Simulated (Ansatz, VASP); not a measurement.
Two plane-wave programs on Li2H

```xyz
3
Lattice="-1.6945 1.6945 2.7791 1.6945 -1.6945 2.7791 1.6945 1.6945 -2.7791" Properties=species:S:1:pos:R:3 pbc="T T T"
Li    0.0000    0.0000    3.2960
Li    0.0000    0.0000    2.2622
H     0.0000    0.0000    0.0000
```

Alike in both runs: task relaxation of cell and atoms; functional PBE; k mesh 8 × 8 × 8; occupations gaussian, width 0.1 eV; no spin polarisation.

```csv
,VASP,Ansatz
version,VASP 6.6.1,Ansatz 0.2.0
potentials or method,"VASP PAW PBE potentials, release 64 (Li_sv, H)","scalar-relativistic, plane waves, PAW"
plane-wave cutoff (eV),600,420
valence electrons in the cell,7,7
```

```csv
,VASP,Ansatz,Ansatz less VASP
"gap on the k mesh at the Fermi level, each at its own relaxed structure (eV)",none,none,-
relaxed volume (Å³/atom),14.13,14.43,+0.296
relaxed cell length with the largest relative difference (Å),3.991,4.012,+0.0210
energy change over the relaxation (meV/atom),-1831,-1569,+261.3
```

A gap of «none» marks a metal or a gap that the smearing closes.

Caveats: the cutoff is under 1.25 times the usual one of these potentials, so pressure, stress and relaxed cells hold a basis-set (Pulay) error (VASP); the volume moved by over 15 % at a fixed basis, so the end points are rough (VASP).
